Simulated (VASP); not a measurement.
# BN (F-43m) in VASP: notebook

The runs below take BN through electric field gradients, with PBEsol.

All numbers are computed with VASP 6.6.1; they aren't measurements. Logs are shortened: lines on timing, memory, paths and dates and some standing lists are left out, and cuts for length are marked.

**Experimental background.**

A printed reference work, monograph reports, for a bulk crystal of BN at 300 K: band gap 6.4 eV (indirect).

How close the calculation comes is told below.

## 1. The cell of the first run

The structure is cubic, space group F-43m (No. 216). The conventional cell has a = 3.591 Å, b = 3.591 Å, c = 3.591 Å, α = 90.00°, β = 90.00°, γ = 90.00°. B (site symmetry -43m) has 4 N at 1.55 Å within 2.1 Å. N (site symmetry -43m) has 4 B at 1.55 Å within 2.1 Å.

## 2. Electric field gradients, PBEsol (volume scaled by 0.98)

INCAR

```
SYSTEM = BN
  PREC = Accurate
  ENCUT = 520
  EDIFF = 1E-8
  ISMEAR = -1
  SIGMA = 0.03
  LREAL = .False.
  LASPH = .True.
  NELM = 100
  ALGO = Normal
  ISIF = 2
  LWAVE = .False.
  LCHARG = .False.
  GGA = PS
  LEFG = .True.
  NBANDS = 11
```

KPOINTS

```
Automatic mesh
0
Gamma
  13 13 13
  0 0 0
```

POSCAR

```
BN
1.0
    0.0000000000      1.7953687620      1.7953687620
    1.7953687620      0.0000000000      1.7953687620
    1.7953687620      1.7953687620      0.0000000000
B N
1 1
Direct
    0.0000000000      0.0000000000      0.0000000000
    0.7500000000      0.7500000000      0.7500000000
```

Potentials or basis: VASP PAW PBE potentials, release 64 (B, N).

Run with:

```
> cat potpaw_PBE.64/B/POTCAR potpaw_PBE.64/N/POTCAR > POTCAR
> mpirun -np 1 vasp_std > vasp.out
```

OUTCAR:

```text
SYSTEM = BN
   PREC = Accurate
   ENCUT = 520
   EDIFF = 1E-8
   ISMEAR = -1
   LREAL = .False.
   LASPH = .True.
   NELM = 100
   ISIF = 2
   GGA = PS

 ion  position               nearest neighbor table
   1  0.000  0.000  0.000-   2 1.55   2 1.55   2 1.55   2 1.55
   2  0.750  0.750  0.750-   1 1.55   1 1.55   1 1.55   1 1.55

  LATTYP: Found a face centered cubic cell.
 ALAT       =     3.5907375240

  Lattice vectors:

 A1 = (   0.0000000000,   1.7953687620,   1.7953687620)
 A2 = (   1.7953687620,   0.0000000000,   1.7953687620)
 A3 = (   1.7953687620,   1.7953687620,   0.0000000000)

Analysis of symmetry for initial positions (statically):
=====================================================================
 Subroutine PRICEL returns:
 Original cell was already a primitive cell.

 Routine SETGRP: Setting up the symmetry group for a
 face centered cubic supercell.

 Subroutine GETGRP returns: Found 24 space group operations
 (whereof 24 operations were pure point group operations)
 out of a pool of 48 trial point group operations.

The static configuration has the point symmetry T_d .

Analysis of symmetry for dynamics (positions and initial velocities):
=====================================================================
 Subroutine PRICEL returns:
 Original cell was already a primitive cell.

 Routine SETGRP: Setting up the symmetry group for a
 face centered cubic supercell.

 Subroutine GETGRP returns: Found 24 space group operations
 (whereof 24 operations were pure point group operations)
 out of a pool of 48 trial point group operations.

The dynamic configuration has the point symmetry T_d .

 Subroutine INISYM returns: Found 24 space group operations
 (whereof 24 operations are pure point group operations),
 and found     1 'primitive' translations

----------------------------------------------------------------------------------------

                                     Primitive cell

  volume of cell :      11.5742

  direct lattice vectors                    reciprocal lattice vectors
     0.000000000  1.795368762  1.795368762    -0.278494319  0.278494319  0.278494319
     1.795368762  0.000000000  1.795368762     0.278494319 -0.278494319  0.278494319
[... 133 lines left out ...]

 val. band max:        7.6136883824   @ k =   0.0000   0.0000   0.0000
 cond. band min:      11.9890605788   @ k =   0.4615   0.4615   0.0000
 fundamental gap:      4.3753721964
 Fermi energy:         8.2779943677

 k-point     1 :       0.0000    0.0000    0.0000
  band No.  band energies     occupation
      1     -12.8715      2.00000
      2       7.6137      2.00000
      3       7.6137      2.00000
      4       7.6137      2.00000
      5      16.4701      0.00000
      6      16.4701      0.00000
      7      16.4701      0.00000
      8      18.2091      0.00000
      9      32.5040      0.00000
     10      35.5523      0.00000
     11      35.5523      0.00000
[... 309 lines left out ...]
 k-point    24 :       0.4615    0.1538    0.0000
  band No.  band energies     occupation
      1      -8.7724      2.00000
      2      -1.8736      2.00000
      3       4.2802      2.00000
      4       4.7054      2.00000
      5      16.4881      0.00000
      6      19.9191      0.00000
      7      20.2250      0.00000
      8      22.4196      0.00000
      9      28.5197      0.00000
     10      34.1334      0.00000
     11      35.8212      0.00000

 [... further k-points ...]

------------------------ aborting loop because EDIFF is reached ----------------------------------------

  FORCE on cell =-STRESS in cart. coord.  units (eV):
  Direction    XX          YY          ZZ          XY          YZ          ZX
  --------------------------------------------------------------------------------------
  -------------------------------------------------------------------------------------
  Total        0.4034997      0.4034997      0.4034997      0.0000000      0.0000000      0.0000000
  in kB       55.8550911     55.8550911     55.8550911      0.0000000      0.0000000      0.0000000
  external PRESSURE =      55.8550911 kB  Pullay stress =       0.0000000 kB

 VOLUME and BASIS-vectors are now :
 -----------------------------------------------------------------------------
  energy-cutoff  :      520.00
  volume of cell :       11.57
      direct lattice vectors                 reciprocal lattice vectors
     0.000000000  1.795368762  1.795368762    -0.278494319  0.278494319  0.278494319
     1.795368762  0.000000000  1.795368762     0.278494319 -0.278494319  0.278494319
     1.795368762  1.795368762  0.000000000     0.278494319  0.278494319 -0.278494319

 POSITION                                       TOTAL-FORCE (eV/Angst)
 -----------------------------------------------------------------------------------
      0.00000      0.00000      0.00000        -0.000000     -0.000000     -0.000000
      2.69305      2.69305      2.69305         0.000000      0.000000      0.000000
 -----------------------------------------------------------------------------------
    total drift:                               -0.000000     -0.000000     -0.000000

  FREE ENERGIE OF THE ION-ELECTRON SYSTEM (eV)
  ---------------------------------------------------
  free  energy   TOTEN  =       -18.3438205463 eV

  energy  without entropy=      -18.3438205463  energy(sigma->0) =      -18.34382055

 Electric field gradients (V/A^2)
---------------------------------------------------------------------
 ion       V_xx      V_yy      V_zz      V_xy      V_xz      V_yz
---------------------------------------------------------------------
   1      -0.000    -0.000    -0.000    -0.000    -0.000    -0.000
   2      -0.000    -0.000    -0.000    -0.000    -0.000    -0.000
---------------------------------------------------------------------

 Electric field gradients after diagonalization (V/A^2)
 (convention: |V_zz| > |V_xx| > |V_yy|)
----------------------------------------------------------------------
 ion       V_xx      V_yy      V_zz     asymmetry (V_yy - V_xx)/ V_zz
----------------------------------------------------------------------
   1       0.000     0.000    -0.000       0.000
   2       0.000     0.000    -0.001       0.000
----------------------------------------------------------------------

           NMR quadrupolar parameters

 Cq : quadrupolar parameter    Cq=e*Q*V_zz/h
 eta: asymmetry parameters     (V_yy - V_xx)/ V_zz
 Q  : nuclear electric quadrupole moment in mb (millibarn)
----------------------------------------------------------------------
 ion       Cq(MHz)       eta       Q (mb)
----------------------------------------------------------------------
   1      -0.000       0.000       1.000
   2      -0.000       0.000       1.000
----------------------------------------------------------------------
```

stdout:

```text
POSCAR found type information on POSCAR B N
 POSCAR found :  2 types and       2 ions
 scaLAPACK will be used
 -----------------------------------------------------------------------------
|                                                                             |
|                                                                             |
|     You enforced a specific xc type in the INCAR file but a different       |
|     I HOPE YOU KNOW WHAT YOU ARE DOING!                                     |
|                                                                             |
 -----------------------------------------------------------------------------

 LDA part: xc-table for (Slater+PW92), standard interpolation
 POSCAR, INCAR and KPOINTS ok, starting setup
 FFT: planning ... GRIDC
 FFT: planning ... GRID_SOFT
 FFT: planning ... GRID
 WAVECAR not read
 entering main loop
ion   1

ion   2
```

Wall time 9.3 s (1 thread of Intel Xeon 6975P-C (Granite Rapids), shared host); peak memory 0.12 GiB.

Results:

```
Free energy            : -18.3438 eV
Pressure               : 5.6 GPa
Band gap on the k mesh : 4.38 eV, indirect (least direct gap 8.86 eV)
```

Caveat: the cell differs from its parent crystal (volume scaled by 0.98); without QUAD_EFG the Cq values of the log hold for a quadrupole moment of 1 mb, not for the nuclei; the PAW data sets were made with another functional, which shifts forces and pressure a little. A k mesh can miss the band edges.

## 3. Electric field gradients, PBEsol (volume scaled by 0.98)

INCAR

```
ALGO = Normal
EDIFF = 1E-8
ENCUT = 520
GGA = PS
ISIF = 2
ISMEAR = -1
LASPH = True
LCHARG = False
LEFG = True
LREAL = False
LWAVE = False
NBANDS = 11
NELM = 100
PREC = Accurate
SIGMA = 0.03
```

KPOINTS

```
k-points
0
Gamma
  13 13 13
```

POSCAR is that of step 2.

Potentials or basis: VASP PAW PBE potentials, release 64 (B, N).

Run with:

```
> cat potpaw_PBE.64/B/POTCAR potpaw_PBE.64/N/POTCAR > POTCAR
> mpirun -np 1 vasp_std > vasp.out
```

OUTCAR:

```text
EDIFF = 1E-8
   ENCUT = 520
   GGA = PS
   ISIF = 2
   ISMEAR = -1
   LASPH = True
   LREAL = False
   NELM = 100
   PREC = Accurate

 ion  position               nearest neighbor table
   1  0.000  0.000  0.000-   2 1.55   2 1.55   2 1.55   2 1.55
   2  0.750  0.750  0.750-   1 1.55   1 1.55   1 1.55   1 1.55

  LATTYP: Found a face centered cubic cell.
 ALAT       =     3.5907375240

  Lattice vectors:

 A1 = (   0.0000000000,   1.7953687620,   1.7953687620)
 A2 = (   1.7953687620,   0.0000000000,   1.7953687620)
[... 548 lines left out ...]
  free  energy   TOTEN  =       -18.3438205463 eV

  energy  without entropy=      -18.3438205463  energy(sigma->0) =      -18.34382055

 Electric field gradients (V/A^2)
---------------------------------------------------------------------
 ion       V_xx      V_yy      V_zz      V_xy      V_xz      V_yz
---------------------------------------------------------------------
   1      -0.000    -0.000    -0.000    -0.000    -0.000    -0.000
   2      -0.000    -0.000    -0.000    -0.000    -0.000    -0.000
---------------------------------------------------------------------

 Electric field gradients after diagonalization (V/A^2)
 (convention: |V_zz| > |V_xx| > |V_yy|)
----------------------------------------------------------------------
 ion       V_xx      V_yy      V_zz     asymmetry (V_yy - V_xx)/ V_zz
----------------------------------------------------------------------
   1       0.000     0.000    -0.000       0.000
   2       0.000     0.000    -0.001       0.000
----------------------------------------------------------------------

           NMR quadrupolar parameters

 Cq : quadrupolar parameter    Cq=e*Q*V_zz/h
 eta: asymmetry parameters     (V_yy - V_xx)/ V_zz
 Q  : nuclear electric quadrupole moment in mb (millibarn)
----------------------------------------------------------------------
 ion       Cq(MHz)       eta       Q (mb)
----------------------------------------------------------------------
   1      -0.000       0.000       1.000
   2      -0.000       0.000       1.000
----------------------------------------------------------------------
```

OSZICAR:

```text
N       E                     dE             d eps       ncg     rms          rms(c)
DAV:   1     0.959624498698E+01    0.95962E+01   -0.49847E+03  1912   0.728E+02
DAV:   2    -0.187781827946E+02   -0.28374E+02   -0.27542E+02  2236   0.166E+02
DAV:   3    -0.193205328813E+02   -0.54235E+00   -0.54132E+00  2205   0.191E+01
DAV:   4    -0.193212525484E+02   -0.71967E-03   -0.71966E-03  1968   0.755E-01
DAV:   5    -0.193212531431E+02   -0.59469E-06   -0.59469E-06  2142   0.218E-02    0.667E+00
DAV:   6    -0.184548788875E+02    0.86637E+00   -0.26516E+00  1941   0.941E+00    0.333E+00
DAV:   7    -0.183647697723E+02    0.90109E-01   -0.10822E-01  2106   0.261E+00    0.190E+00
DAV:   8    -0.183437997285E+02    0.20970E-01   -0.33450E-02  2067   0.126E+00    0.189E-01
DAV:   9    -0.183438005064E+02   -0.77795E-06   -0.82878E-04  1977   0.246E-01    0.811E-02
DAV:  10    -0.183438187520E+02   -0.18246E-04   -0.61022E-05  2045   0.683E-02    0.133E-02
DAV:  11    -0.183438205238E+02   -0.17718E-05   -0.39834E-06  2065   0.153E-02    0.839E-03
DAV:  12    -0.183438205529E+02   -0.29089E-07   -0.98123E-07  2055   0.661E-03    0.333E-04
DAV:  13    -0.183438205463E+02    0.65938E-08   -0.11516E-08  1335   0.109E-03
   1 F= -.18343821E+02 E0= -.18343821E+02  d E =-.487029E-12
```

Wall time 9.3 s (1 thread of Intel Xeon 6975P-C (Granite Rapids), shared host); peak memory 0.12 GiB.

Results:

| Property | Result |
| --- | --- |
| Free energy | -18.3438 eV |
| Pressure | 5.6 GPa |
| Band gap on the k mesh | 4.38 eV, indirect (least direct gap 8.86 eV) |

Caveat: the cell differs from its parent crystal (volume scaled by 0.98); without QUAD_EFG the Cq values of the log hold for a quadrupole moment of 1 mb, not for the nuclei; the PAW data sets were made with another functional, which shifts forces and pressure a little. A k mesh can miss the band edges.

## 4. Electric field gradients, PBEsol

This run uses another cell than the first one, of 5.91 Å³/atom, 1.020 times its volume.

INCAR

```
SYSTEM = BN
PREC = Accurate
ENCUT = 520
EDIFF = 1E-8
ISMEAR = -1
SIGMA = 0.03
LREAL = .False.
LASPH = .True.
NELM = 80
ALGO = Normal
ISIF = 2
LWAVE = .False.
LCHARG = .False.
GGA = PS
LEFG = .True.
NBANDS = 11
```

KPOINTS

```
Automatic mesh
0
Gamma
  13 13 13
  0 0 0
```

POSCAR

```
BN
1.0
    0.0000000000      1.8075000000      1.8075000000
    1.8075000000      0.0000000000      1.8075000000
    1.8075000000      1.8075000000      0.0000000000
B N
1 1
Direct
    0.0000000000      0.0000000000      0.0000000000
    0.7500000000      0.7500000000      0.7500000000
```

Potentials or basis: VASP PAW PBE potentials, release 64 (B, N).

Run with:

```
> cat potpaw_PBE.64/B/POTCAR potpaw_PBE.64/N/POTCAR > POTCAR
> mpirun -np 1 vasp_std > vasp.out
```

OUTCAR:

```text
SYSTEM = BN
   PREC = Accurate
   ENCUT = 520
   EDIFF = 1E-8
   ISMEAR = -1
   LREAL = .False.
   LASPH = .True.
   NELM = 80
   ISIF = 2
   GGA = PS

 ion  position               nearest neighbor table
   1  0.000  0.000  0.000-   2 1.57   2 1.57   2 1.57   2 1.57
   2  0.750  0.750  0.750-   1 1.57   1 1.57   1 1.57   1 1.57

  LATTYP: Found a face centered cubic cell.
 ALAT       =     3.6150000000

  Lattice vectors:

 A1 = (   0.0000000000,   1.8075000000,   1.8075000000)
 A2 = (   1.8075000000,   0.0000000000,   1.8075000000)
 A3 = (   1.8075000000,   1.8075000000,   0.0000000000)

Analysis of symmetry for initial positions (statically):
=====================================================================
 Subroutine PRICEL returns:
 Original cell was already a primitive cell.

 Routine SETGRP: Setting up the symmetry group for a
 face centered cubic supercell.

 Subroutine GETGRP returns: Found 24 space group operations
[... 522 lines left out ...]
  volume of cell :       11.81
      direct lattice vectors                 reciprocal lattice vectors
     0.000000000  1.807500000  1.807500000    -0.276625173  0.276625173  0.276625173
     1.807500000  0.000000000  1.807500000     0.276625173 -0.276625173  0.276625173
     1.807500000  1.807500000  0.000000000     0.276625173  0.276625173 -0.276625173

 POSITION                                       TOTAL-FORCE (eV/Angst)
 -----------------------------------------------------------------------------------
      0.00000      0.00000      0.00000         0.000000      0.000000     -0.000000
      2.71125      2.71125      2.71125        -0.000000     -0.000000      0.000000
 -----------------------------------------------------------------------------------
    total drift:                               -0.000000     -0.000000     -0.000000

  FREE ENERGIE OF THE ION-ELECTRON SYSTEM (eV)
  ---------------------------------------------------
  free  energy   TOTEN  =       -18.3465123995 eV

  energy  without entropy=      -18.3465123995  energy(sigma->0) =      -18.34651240

 Electric field gradients (V/A^2)
---------------------------------------------------------------------
 ion       V_xx      V_yy      V_zz      V_xy      V_xz      V_yz
---------------------------------------------------------------------
   1       0.000     0.000    -0.000    -0.000    -0.000    -0.000
   2      -0.000    -0.000     0.000    -0.000    -0.000    -0.000
---------------------------------------------------------------------

 Electric field gradients after diagonalization (V/A^2)
 (convention: |V_zz| > |V_xx| > |V_yy|)
----------------------------------------------------------------------
 ion       V_xx      V_yy      V_zz     asymmetry (V_yy - V_xx)/ V_zz
----------------------------------------------------------------------
   1       0.000     0.000    -0.000       0.000
   2       0.000     0.000    -0.000       0.000
----------------------------------------------------------------------

           NMR quadrupolar parameters

 Cq : quadrupolar parameter    Cq=e*Q*V_zz/h
 eta: asymmetry parameters     (V_yy - V_xx)/ V_zz
 Q  : nuclear electric quadrupole moment in mb (millibarn)
----------------------------------------------------------------------
 ion       Cq(MHz)       eta       Q (mb)
----------------------------------------------------------------------
   1      -0.000       0.000       1.000
   2      -0.000       0.000       1.000
----------------------------------------------------------------------
```

OSZICAR:

```text
N       E                     dE             d eps       ncg     rms          rms(c)
DAV:   1     0.900566702808E+01    0.90057E+01   -0.47836E+03  1891   0.717E+02
DAV:   2    -0.187853753247E+02   -0.27791E+02   -0.26888E+02  2220   0.162E+02
DAV:   3    -0.192908534296E+02   -0.50548E+00   -0.50466E+00  2160   0.188E+01
DAV:   4    -0.192914132835E+02   -0.55985E-03   -0.55985E-03  1983   0.701E-01
DAV:   5    -0.192914137637E+02   -0.48018E-06   -0.48014E-06  2151   0.204E-02    0.655E+00
DAV:   6    -0.184504167220E+02    0.84100E+00   -0.26714E+00  1935   0.935E+00    0.326E+00
DAV:   7    -0.183669651326E+02    0.83452E-01   -0.98875E-02  2100   0.252E+00    0.187E+00
DAV:   8    -0.183464960803E+02    0.20469E-01   -0.32427E-02  2058   0.124E+00    0.178E-01
DAV:   9    -0.183464908266E+02    0.52538E-05   -0.84710E-04  1971   0.244E-01    0.790E-02
DAV:  10    -0.183465105298E+02   -0.19703E-04   -0.62213E-05  2048   0.692E-02    0.132E-02
DAV:  11    -0.183465123703E+02   -0.18406E-05   -0.41707E-06  2060   0.155E-02    0.833E-03
DAV:  12    -0.183465124078E+02   -0.37468E-07   -0.10037E-06  2058   0.666E-03    0.343E-04
DAV:  13    -0.183465123995E+02    0.82717E-08   -0.11735E-08  1392   0.110E-03
   1 F= -.18346512E+02 E0= -.18346512E+02  d E =-.334484E-12
```

stdout:

```text
POSCAR found type information on POSCAR B N
 POSCAR found :  2 types and       2 ions
 scaLAPACK will be used
 -----------------------------------------------------------------------------
|                                                                             |
|                                                                             |
|     You enforced a specific xc type in the INCAR file but a different       |
|     I HOPE YOU KNOW WHAT YOU ARE DOING!                                     |
|                                                                             |
 -----------------------------------------------------------------------------

 LDA part: xc-table for (Slater+PW92), standard interpolation
 POSCAR, INCAR and KPOINTS ok, starting setup
 FFT: planning ... GRIDC
 FFT: planning ... GRID_SOFT
 FFT: planning ... GRID
 WAVECAR not read
 entering main loop
ion   1

ion   2
```

Run time: 8.7 s. Hardware: 1 thread of Intel Xeon 6975P-C (Granite Rapids), shared host; peak memory 0.12 GiB.

Results:

```yaml
Free_energy: -18.3465 eV
Pressure: -2.4 GPa
Band_gap_on_the_k_mesh: 4.35 eV, indirect (least direct gap 8.76 eV)
```

Levels at points of the mesh, in eV from the valence-band top:
```
           k point  band 1  band 2  band 3  band 4  band 5  band 6  band 7  band 8  band 9
(0.00, 0.00, 0.00)  -20.25    0.00    0.00    0.00    8.76    8.76    8.76   10.27   24.51
```

Caveat: without QUAD_EFG the Cq values of the log hold for a quadrupole moment of 1 mb, not for the nuclei; the PAW data sets were made with another functional, which shifts forces and pressure a little.

(Continued in part 2 of 2.)
